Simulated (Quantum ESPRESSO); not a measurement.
The system is Os.

```
CELL_PARAMETERS angstrom
2.73410 0.00000 0.00000
-1.36705 2.36780 0.00000
0.00000 0.00000 4.31970
ATOMIC_POSITIONS crystal
Os 0.66667 0.33333 0.75000
Os 0.33333 0.66667 0.25000
```

Base run:

| Item | Value |
| --- | --- |
| Program | Quantum ESPRESSO 7.5 |
| Functional | rev-vdW-DF2 |
| Potentials or basis | SG15 PBE 1.2 |
| Cutoff | 952 eV |
| Density cutoff | 3810 eV |
| k mesh | 11 × 11 × 6 |
| Occupations | fermi-dirac, width 0.05 eV |
| Spin | no spin polarisation |

Its results: band gap on the k mesh none (metal or under the smearing width); pressure 5.1 GPa.

**Question.** After a change of settings the same cell gave: band gap on the k mesh none (metal or under the smearing width); pressure -2.0 GPa. Which change was it?
A. functional from rev-vdW-DF2 to SCAN; k mesh from 11 × 11 × 6 to 8 × 8 × 4
B. functional from rev-vdW-DF2 to RPBE
C. functional from rev-vdW-DF2 to PBEsol
D. functional from rev-vdW-DF2 to EV93PW91

**Answer.** C.

Caveats: the potentials were made for another functional, which shifts forces and pressure; spin-orbit coupling is left out, which moves the levels of the heavy elements.

Runs at the PBE level aren't shown here.
